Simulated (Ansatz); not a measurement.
**Sensitivity of the gradients in SiO₂ to the input**

This input was run with Ansatz:

```yaml
crystal:
  lattice:
    - [-4.5798011975, 4.5798011975, 4.1155784219]
    - [4.5798011975, -4.5798011975, 4.1155784219]
    - [4.5798011975, 4.5798011975, -4.1155784219]
  atoms:
    - { symbol: Si, position: [0.75543276, 0.11319685, 0.23211066] }
    - { symbol: Si, position: [0.88108619, 0.5233221, 0.76788934] }
    - { symbol: Si, position: [0.11319685, 0.75543276, 0.23211066] }
    - { symbol: Si, position: [0.4766779, 0.24456724, 0.35776409] }
    - { symbol: Si, position: [0.88680315, 0.11891381, 0.64223591] }
    - { symbol: Si, position: [0.5233221, 0.88108619, 0.76788934] }
    - { symbol: Si, position: [0.24456724, 0.4766779, 0.35776409] }
    - { symbol: Si, position: [0.11891381, 0.88680315, 0.64223591] }
    - { symbol: O, position: [0.28333307, 0.0, 0.28333307] }
    - { symbol: O, position: [0.9167487, 0.62593563, 0.0] }
    - { symbol: O, position: [0.63068491, 0.2378251, 0.25333888] }
    - { symbol: O, position: [0.71666693, 0.0, 0.71666693] }
    - { symbol: O, position: [0.62593563, 0.9167487, 0.0] }
    - { symbol: O, position: [0.62265397, 0.36931509, 0.60714019] }
    - { symbol: O, position: [0.36931509, 0.62265397, 0.60714019] }
    - { symbol: O, position: [0.0832513, 0.0832513, 0.70918693] }
    - { symbol: O, position: [0.98448622, 0.37734603, 0.74666112] }
    - { symbol: O, position: [0.0, 0.71666693, 0.71666693] }
    - { symbol: O, position: [0.2378251, 0.63068491, 0.25333888] }
    - { symbol: O, position: [0.01551378, 0.7621749, 0.39285981] }
    - { symbol: O, position: [0.0, 0.28333307, 0.28333307] }
    - { symbol: O, position: [0.7621749, 0.01551378, 0.39285981] }
    - { symbol: O, position: [0.37406437, 0.37406437, 0.29081307] }
    - { symbol: O, position: [0.37734603, 0.98448622, 0.74666112] }
kpoints:
  mp_grid: { grid: [4, 4, 4] }
scf:
  occupations: { method: fermi_dirac, width: 0.02 }
hamiltonian:
  xc: pbe
  pseudopotentials: { kind: paw, frozen_core: stored }
output:
  forces: true
  stress: true
  populations: true
  efg: { quadrupole_moments_barn: { O: -0.02558 } }
  write_density: true
  write_potential: true
  elf: true
  volumetric_format: npy
total_charge: -1
```

```sh
ansatz run input.yaml --threads 1 --pin off --max-ram 3072MiB --backend cpu --events-out ev --progress --plain --runs-dir out
```

It converged. Of its output the block on the nuclei alone is shown, without the SCF iterations, energies, forces and stress (one atom of each set):

```
--- PAW observables at the nuclei: V_zz in 10²¹ V/m², potentials from the cell's mean, atoms counted from 1 ---
  atom   1  Si V_zz =    -1.098288   η = 0.9928   by run symmetry: allowed
            electrostatic potential = -1353.636712 V   contact ρ = none
  atom   9  O  V_zz =   +10.322491   η = 0.0215   by run symmetry: allowed   C_q = -6.3847 MHz
            electrostatic potential = -618.002579 V   contact ρ = none
  atom  10  O  V_zz =    +9.205738   η = 0.3097   by run symmetry: allowed   C_q = -5.6939 MHz
            electrostatic potential = -618.007095 V   contact ρ = none
  atom  11  O  V_zz =    +9.086143   η = 0.2399   by run symmetry: allowed   C_q = -5.6200 MHz
            electrostatic potential = -618.098146 V   contact ρ = none
```

**Question.** Can these gradients be trusted, and how do they compare with a run on standard settings?

**Answer.** Only as results of these settings. Against the standard input the change is `total_charge`: not typed → -1. A site carries the number of its first atom; V_zz in 10²¹ V/m².

```tsv
site	atom	V_zz standard	η standard	V_zz here	η here
Si	1	-1.10	0.99	-1.10	0.99
O9	9	10.46	0.02	10.32	0.02
O10	10	9.34	0.31	9.21	0.31
O11	11	9.20	0.24	9.09	0.24
```

The largest change of V_zz is on O9, from 10.46 to 10.32. In per cent, |V_zz| changes by -1 on O (all sites that start above 2). The changed cell holds a charge of -1 on a uniform background, so it isn't the neutral crystal. It has an odd number of electrons and no spin polarisation, so the extra carrier is shared by both spins and spread out, where a real one carries spin and can localise. At these positions the changed run has forces up to 0.6 eV/Å, so its atoms aren't at their own equilibrium. The gap no longer holds the Fermi energy in the changed run, so its gradients also hang on the k-mesh and the smearing. SCF iterations: 7 and 8.

On the reference run: At this cell the principal stresses reach 5 GPa in size with PBE, which can matter for small gradients. The largest force is 0.4 eV/Å, so the atoms aren't at the calculated equilibrium and relaxing them would move these values.
